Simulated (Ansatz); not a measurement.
# Sr: stress in a strained cell

Sr is deformed so: z strained by +1.5 % at fixed volume. What stress and forces result, by LAPW, PAW and all-electron datasets made for the crystal?

Computed with Ansatz 0.2.0 (DFT PBE, scalar-relativistic, unless a step's input says otherwise).

1 further run of the same task is left out (set aside as unsound or not needed).

## Step 1: The system as given

Symmetry: P6_3/mmc, No. 194, hexagonal system. The conventional cell has a = 4.270 Å, b = 4.270 Å, c = 6.999 Å, α = 90.00°, β = 90.00°, γ = 120.00°. Sr (site symmetry -6m2) has 12 Sr at 4.27 to 4.28 Å as nearest neighbours.

Coordinates:

```cif
data_structure
_symmetry_space_group_name_H-M 'P 1'
_symmetry_Int_Tables_number 1
_cell_length_a 4.2696
_cell_length_b 4.2696
_cell_length_c 6.9987
_cell_angle_alpha 90.000
_cell_angle_beta 90.000
_cell_angle_gamma 120.000
_cell_volume 110.49
loop_
_atom_site_label
_atom_site_type_symbol
_atom_site_fract_x
_atom_site_fract_y
_atom_site_fract_z
_atom_site_occupancy
Sr1 Sr 0.33333 0.66667 0.25000 1
Sr2 Sr 0.66667 0.33333 0.75000 1
```

Atoms are numbered in the order of the input: Sr1, Sr2.

## Step 2: The deformed structure

Space group P6_3/mmc before, P6_3/mmc after.

## Step 3: LAPW, all electrons

Input file input.yaml:

```yaml
crystal:
  lattice:
    - [4.2379552575, 0.0, 0.0]
    - [-2.1189776288, 3.6701769131, 0.0]
    - [0.0, 0.0, 7.1036625364]
  atoms:
    - { symbol: Sr, position: [0.3333333333, 0.6666666667, 0.25] }
    - { symbol: Sr, position: [0.6666666667, 0.3333333333, 0.75] }
kpoints:
  mp_grid: { grid: [11, 11, 6] }
scf:
  occupations: { method: fermi_dirac, width: 0.08 }
hamiltonian:
  xc: pbe
  pseudopotentials: { kind: all_electron, lapw: { basis_error: 0.001 } }
output:
  forces: true
  stress: true
  eigenvalues: true
```

## Step 4: Frozen-core PAW

Changes to input.yaml since step 3:

```diff
@@ -14,3 +14,3 @@
   xc: pbe
-  pseudopotentials: { kind: all_electron, lapw: { basis_error: 0.001 } }
+  pseudopotentials: { kind: paw }
 output:
@@ -19 +19,2 @@
   eigenvalues: true
+  efg: { contact_densities: true }
```

## Step 5: Datasets made for this crystal

Changes to input.yaml since step 4:

```diff
@@ -14,3 +14,3 @@
   xc: pbe
-  pseudopotentials: { kind: paw }
+  pseudopotentials: { kind: all_electron, datasets: crystal }
 output:
```

(Steps that only read results are left out.)

Before running it: what results should come out? Wanted: pressure; largest shear or deviatoric stress.

As calculated:

| quantity | value |
| --- | --- |
| pressure | LAPW 0.01, PAW 0.01, crystal datasets 0.01 GPa |
| largest shear or deviatoric stress (LAPW) | 0.33 GPa |

In words: The largest part of the stress beyond the pressure is 0.33 GPa in size, in the zz component; the atoms are carried along and not relaxed. No run of the undeformed cell stands beside it, so the pressure holds what the given cell had before the change. PAW: stress within 0.01 GPa of LAPW. Crystal datasets: stress within 0.01 GPa of LAPW.
